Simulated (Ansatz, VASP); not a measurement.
# SiGe: VASP beside Ansatz

The input INCAR:

```
SYSTEM = SiGe
PREC = Accurate
ENCUT = 520
EDIFF = 1E-6
ISMEAR = 0
SIGMA = 0.03
LREAL = .FALSE.
LASPH = .TRUE.
NELM = 60
ALGO = Normal
ISIF = 2
LWAVE = .FALSE.
LCHARG = .FALSE.
GGA = PS
NBANDS = 26
```

KPOINTS

```
Automatic mesh
0
G
  12 12 6
  0 0 0
```

POSCAR

```
SiGe
1.0
    3.9540363679      0.0000000000      0.0000000000
   -1.9770181840      3.4242959421      0.0000000000
    0.0000000000      0.0000000000      6.2704026203
Si Ge
2 2
Direct
    0.6666666667      0.3333333333      0.8745463420
    0.3333333333      0.6666666667      0.3745463420
    0.6666666667      0.3333333333      0.5004526580
    0.3333333333      0.6666666667      0.0004526580
```

Input for Ansatz:

```yaml
crystal:
  lattice:
    - [3.9540363679, 0.0, 0.0]
    - [-1.977018184, 3.4242959421, 0.0]
    - [0.0, 0.0, 6.2704026203]
  atoms:
    - { symbol: Si, position: [0.6666666667, 0.3333333333, 0.874546342] }
    - { symbol: Si, position: [0.3333333333, 0.6666666667, 0.374546342] }
    - { symbol: Ge, position: [0.6666666667, 0.3333333333, 0.500452658] }
    - { symbol: Ge, position: [0.3333333333, 0.6666666667, 0.000452658] }
basis:
  ecutwfc: 420
kpoints:
  mp_grid: { grid: [12, 12, 6] }
hamiltonian:
  xc: pbesol
scf:
  occupations: { method: gaussian, width: 0.03 }
output:
  forces: true
  stress: true
  eigenvalues: true
```

Alike in both runs: task single point; functional PBEsol; k mesh 12 × 12 × 6; occupations gaussian, width 0.03 eV; no spin polarisation.

|  | VASP | Ansatz |
| --- | --- | --- |
| version | VASP 6.6.1 | Ansatz 0.2.0 |
| potentials or method | VASP PAW PBE potentials, release 64 (Si, Ge_d) | scalar-relativistic, plane waves, PAW |
| plane-wave cutoff (eV) | 520 | 420 |
| valence electrons in the cell | 36 | 36 |

|  | VASP | Ansatz | Ansatz less VASP |
| --- | --- | --- | --- |
| gap on the k mesh at the Fermi level (eV) | none | none | - |
| pressure (GPa) | 0.2 | 0.3 | +0.03 |
| largest component of the traceless stress (GPa) | 5.90 | 5.90 | -0.007 |
| rms of the force components (eV/Å) | 0.268 | 0.269 | +0.0010 |

Atom by atom the forces differ by 0.001 eV/Å (rms over components). A gap of «none» marks a metal or a gap that the smearing closes.

Caveats: the PAW data sets were made with another functional, which shifts forces and pressure a little (VASP).
